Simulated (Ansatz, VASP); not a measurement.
## Two plane-wave programs on MgO

```
CELL_PARAMETERS angstrom
0.00000 2.13515 2.13515
2.24725 0.00000 2.13515
2.24725 2.13515 0.00000
ATOMIC_POSITIONS crystal
Mg 0.00000 0.00000 0.00000
O 0.50000 0.50000 0.50000
```

Change from the starting cell: strain +0.0525 x Voigt [1, 0, 0, 0, 0, 0], atoms carried along.

Alike in both runs: task single point; functional PBEsol; k mesh 10 × 10 × 10; occupations gaussian, width 0.05 eV; no spin polarisation.

|  | VASP | Ansatz |
| --- | --- | --- |
| version | VASP 6.6.1 | Ansatz 0.2.0 |
| potentials or method | VASP PAW PBE potentials, release 64 (Mg, O) | scalar-relativistic, plane waves, PAW |
| plane-wave cutoff (eV) | 520 | 420 |
| valence electrons in the cell | 8 | 16 |

|  | VASP | Ansatz | Ansatz less VASP |
| --- | --- | --- | --- |
| gap on the k mesh at the Fermi level (eV) | 3.72 | 3.72 | +0.006 |
| least direct gap on the mesh (eV) | 3.72 | 3.72 | +0.006 |
| pressure (GPa) | -11.8 | -11.2 | +0.60 |
| largest component of the traceless stress (GPa) | 3.40 | 3.42 | +0.015 |

With one functional, cell and mesh, what is left measures potentials, basis and numerics. The two sets of potentials don't hold the same shells in valence.

Caveats: the PAW data sets were made with another functional, which shifts forces and pressure a little (VASP).
